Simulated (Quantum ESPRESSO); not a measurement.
A calculation with Quantum ESPRESSO 7.5 of W (native input, structure typed inline):

File pw.in:

```
&CONTROL
  calculation = 'scf'
  prefix = 'pwscf'
  outdir = './tmp'
  pseudo_dir = './pseudo'
  tprnfor = .true.
  tstress = .true.
  disk_io = 'low'
/
&SYSTEM
  ibrav = 0
  nat = 1
  ntyp = 1
  ecutwfc = 56
  ecutrho = 448
  nbnd = 13
  occupations = 'smearing'
  smearing = 'fd'
  degauss = 0.00367493
/
&ELECTRONS
  conv_thr = 2d-10
  electron_maxstep = 120
  mixing_beta = 0.5
/
ATOMIC_SPECIES
W    183.8400 w_pbesol_v1.2.uspp.F.UPF
CELL_PARAMETERS angstrom
  -1.5823450000    1.5823450000    1.5823450000
   1.5823450000   -1.5823450000    1.5823450000
   1.5823450000    1.5823450000   -1.5823450000
ATOMIC_POSITIONS crystal
W      0.0000000000    0.0000000000    0.0000000000
K_POINTS automatic
12 12 12 0 0 0
```

pp_density.in

```
&INPUTPP
  prefix = 'pwscf'
  outdir = './tmp'
  filplot = 'density.dat'
  plot_num = 0
/
&PLOT
  nfile = 1
  filepp(1) = 'density.dat'
  iflag = 3
  output_format = 6
  fileout = 'density.cube'
/
```

pp_potential.in

```
&INPUTPP
  prefix = 'pwscf'
  outdir = './tmp'
  filplot = 'potential.dat'
  plot_num = 11
/
&PLOT
  nfile = 1
  filepp(1) = 'potential.dat'
  iflag = 3
  output_format = 6
  fileout = 'potential.cube'
/
```

Potentials or basis: GBRV 1.5 PBEsol.

Command:

```sh
$ OMP_NUM_THREADS=1 mpirun -n 2 pw.x -nk 2 -in pw.in > pw.out
$ OMP_NUM_THREADS=1 mpirun -n 1 pp.x -in pp_density.in > pp_density.out
$ OMP_NUM_THREADS=1 mpirun -n 1 pp.x -in pp_potential.in > pp_potential.out
```

Write the same calculation in another form: ASE script, Cartesian positions.

As run:

The input run.py:

```python
import numpy as np
from ase.calculators.espresso import Espresso, EspressoProfile
from ase.io import read

atoms = read('W.xyz')

input_data = {
    'control': {'calculation': 'scf', 'prefix': 'pwscf', 'outdir': './tmp', 'tprnfor': True, 'tstress': True, 'disk_io': 'nowf'},
    'system': {'ecutwfc': 56.0, 'ecutrho': 448.0, 'nbnd': 13, 'occupations': 'smearing', 'smearing': 'fd', 'degauss': 0.00367493},
    'electrons': {'conv_thr': 2e-10, 'electron_maxstep': 120, 'mixing_beta': 0.5},
}
pseudopotentials = {'W': 'w_pbesol_v1.2.uspp.F.UPF'}
profile = EspressoProfile(command='mpirun -n 2 pw.x -nk 2', pseudo_dir='pseudo')
dft = Espresso(profile=profile, input_data=input_data, pseudopotentials=pseudopotentials, kpts=(12, 12, 12), koffset=(0, 0, 0))
atoms.calc = dft

print(f'energy {atoms.get_potential_energy():.8f} eV')
print('forces (eV/A)')
print(np.round(atoms.get_forces(), 6))
print('stress (eV/A^3, Voigt)')
print(np.round(atoms.get_stress(), 8))
print(f'Fermi level {dft.get_fermi_level():.4f} eV')
```

The input W.xyz:

```xyz
1
Lattice="-1.5823450000 1.5823450000 1.5823450000 1.5823450000 -1.5823450000 1.5823450000 1.5823450000 1.5823450000 -1.5823450000" Properties=species:S:1:pos:R:3 pbc="T T T"
W      0.0000000000      0.0000000000      0.0000000000
```

Potentials or basis: GBRV 1.5 PBEsol.

Launch:

```bash
$ OMP_NUM_THREADS=1 python run.py
```

Both were run:

|  | native input, structure typed inline | ASE script, Cartesian positions |
| --- | --- | --- |
| Pressure | -2.7 GPa | -2.7 GPa |
| Band gap on the k mesh | none (metal or under the smearing width) | none (metal or under the smearing width) |

Keys that steer only the numerical path or the files written may differ.
